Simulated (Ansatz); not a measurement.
# PbS: the cost of one run

Program: Ansatz 0.2.0. Level of theory: DFT PBE, scalar-relativistic, plane waves, PAW. These are calculated values, not measurements.

## (1) Starting point

Symmetry: Cmc2_1, No. 36, orthorhombic system. Conventional cell: a = 4.114 Å, b = 7.132 Å, c = 7.560 Å, α = 90.00°, β = 90.00°, γ = 90.00°. Pb (site symmetry m) has 6 S at 2.84 to 3.26 Å as nearest neighbours. S (site symmetry m) is surrounded by 6 Pb at 2.84 to 3.26 Å.

As a file:

```
CELL_PARAMETERS angstrom
2.05694 -3.56583 0.00000
2.05694 3.56583 0.00000
0.00000 0.00000 7.55994
ATOMIC_POSITIONS crystal
Pb 0.00103 0.99897 0.48673
Pb 0.99897 0.00103 0.98673
S 0.66715 0.33285 0.69247
S 0.33285 0.66715 0.19247
```

The structure comes from the Materials Project (structure only).

## (2) Self-consistent density

input.yaml

```yaml
crystal:
  lattice:
    - [2.05694184, -3.565829265, 0.0]
    - [2.05694184, 3.565829265, 0.0]
    - [0.0, 0.0, 7.55994474]
  atoms:
    - { symbol: Pb, position: [0.00103166, 0.99896834, 0.48673181] }
    - { symbol: Pb, position: [0.99896834, 0.00103166, 0.98673181] }
    - { symbol: S, position: [0.66714548, 0.33285452, 0.69246819] }
    - { symbol: S, position: [0.33285452, 0.66714548, 0.19246819] }
basis:
  ecutwfc: 420
  fft_grid_basis: typed
kpoints:
  mp_grid: { grid: [8, 8, 4] }
hamiltonian:
  xc: pbe
scf:
  occupations: { method: gaussian, width: 0.05 }
output:
  forces: true
  stress: true
  eigenvalues: true
  bader: true
  write_density: true
  volumetric_format: npy
  elf: true
```

Run with:

```console
$ ansatz run input.yaml --threads 1 --pin off --max-ram 2560MiB --backend cpu --events-out ev --progress --plain --runs-dir out
```

What time and memory should one allow on 1 thread of Arm Neoverse V1, shared host?

About 40 s, with a peak of 0.4 GiB.
